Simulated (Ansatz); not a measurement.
We consider tetradymite Sb2Te3, described by PBE-D3(BJ) (Ansatz, a first-principles code, plane waves, PAW).

Run with plane-wave cutoff 520 eV, 10×10×10 k mesh, Fermi–Dirac smearing 0.01 eV, scalar-relativistic PAW data made under PBE.

Shape and atoms are relaxed at each volume.

Pressure at four volumes; x = ln(V/31.493 Å³). One pressure is withheld.

```csv
V (Å³/atom),x,P (GPa)
30.234,-0.0408,1.891
31.493,0.0000,-0.013
32.123,0.0198,-0.732
32.753,0.0392,?
```

Q: Pass a parabola P(x) through the three rows shown, estimate the bulk modulus and its pressure derivative near zero pressure, and predict the withheld pressure.

A: Slopes between the rows: (-0.013 − (1.891))/(0.0000 − (-0.0408)) = -46.67 and (-0.732 − (-0.013))/(0.0198 − (0.0000)) = -36.31 GPa. Their difference over the span 0.0606 is c = 10.36/0.0606 = 171.0 GPa, so P(x) = 1.891 + (-46.67)(x − (-0.0408)) + 171.0 (x − (-0.0408))(x − (0.0000)). At the middle row B = −dP/dx = −[-46.67 + 171.0 × 0.0408] = 39.7 GPa, and B′ = dB/dP = 2c/B = 8.6. At x = 0.0392 the parabola gives -1.306 GPa; the run gives -1.286 GPa. The Birch–Murnaghan fit to the energies at all volumes has B0 = 39.4 GPa and B′ = 8.9.

Measured, for comparison: bulk modulus 36.1 ± 0.9 GPa (temperature not stated, not corrected to a static lattice; as tabulated in Sans et al. (2019), arXiv:1907.08317). Computed (rounded) less measured: bulk modulus +9 %. A static lattice is as a rule a little smaller and stiffer than an uncorrected measurement, which narrows the difference in the bulk modulus and would widen misses of the other sign.

Note: the bulk modulus comes from volumes at which shape and atoms were relaxed.

Spin–orbit coupling is not included.
